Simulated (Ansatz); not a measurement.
CaO:

```
CELL_PARAMETERS angstrom
0.00000 2.40356 2.40356
2.40356 0.00000 2.40356
2.40356 2.40356 0.00000
ATOMIC_POSITIONS crystal
Ca 0.00000 0.00000 0.00000
O 0.50000 0.50000 0.50000
```

The cell is a database's computed one.

Base run:

```yaml
Program: Ansatz 0.2.0
Functional: HSE06
Potentials_or_basis: all-electron PAW datasets made for the crystal
Cutoff: 340 eV (chosen from the basis error)
k_mesh: 8 × 8 × 8
Occupations: fermi-dirac, width 0.05 eV
Spin: no spin polarisation
```

Its results: band gap on the k mesh 5.31 eV, indirect (least direct gap 5.73 eV); pressure -0.6 GPa.

**Question.** The run is repeated on the same cell with these changes: functional from HSE06 to PBE; cutoff from 340 eV (chosen from the basis error) to 300 eV (chosen from the basis error). What comes out?

**Answer.** Band gap on the k mesh 3.65 eV, indirect (least direct gap 4.03 eV); pressure 1.6 GPa.

HSE06 gives the wider gap, since exact exchange removes part of the self-interaction.

A k mesh can miss the band edges.
